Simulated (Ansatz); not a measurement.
Wanted: the native input for an Ansatz 0.2.0 run.

```yaml
Task: relaxation of cell and atoms
Functional: PBE
Potentials_or_basis: all-electron LAPW, scalar-relativistic
Basis_error_allowed: 0.001 eV/atom
k_mesh: 10 × 10 × 10
Occupations: fermi-dirac, width 0.05 eV
Spin: no spin polarisation
Target_pressure: 20 GPa
```

Crystal: BAs.

```
As B
1.0
     0.00000    2.38850    2.38850
     2.38850    0.00000    2.38850
     2.38850    2.38850    0.00000
As B
1 1
Direct
  0.75000 0.75000 0.75000
  0.00000 0.00000 0.00000
```

The input as run:

input.yaml

```yaml
crystal:
  lattice:
    - [0.0, 2.3885, 2.3885]
    - [2.3885, 0.0, 2.3885]
    - [2.3885, 2.3885, 0.0]
  atoms:
    - { symbol: As, position: [0.75, 0.75, 0.75] }
    - { symbol: B, position: [0.0, 0.0, 0.0] }
kpoints:
  mp_grid: { grid: [10, 10, 10] }
scf:
  occupations: { method: fermi_dirac, width: 0.05 }
hamiltonian:
  xc: pbe
  pseudopotentials: { kind: all_electron, lapw: { basis_error: 0.001 } }
output:
  forces: true
  stress: true
relax:
  f_tol: 0.005
  max_steps: 60
  cell: { p_target: 20.0 }
```

Potentials or basis: all-electron LAPW, scalar-relativistic.

Command:

```sh
$ ansatz run input.yaml --threads 1 --pin off --max-ram 3072MiB --backend cpu --events-out ev --progress --plain --runs-dir out
```

Results of the run:

```json
{
 "Relaxed volume": "12.34 Å³/atom",
 "Relaxed cell": "a = 3.268 Å, b = 3.268 Å, c = 3.268 Å, α = 60.00°, β = 60.00°, γ = 60.00°",
 "Space group after relaxing (to 0.05 Å)": "F-43m (No. 216)",
 "Energy change on relaxing (the enthalpy is what falls)": "+85.9 meV/atom",
 "Ionic steps": "5",
 "Pressure after relaxing": "20.0 GPa",
 "Band gap on the k mesh": "1.08 eV"
}
```

It took 32 s on 1 thread of Arm Neoverse V2, on a shared host, peak memory 0.28 GiB.
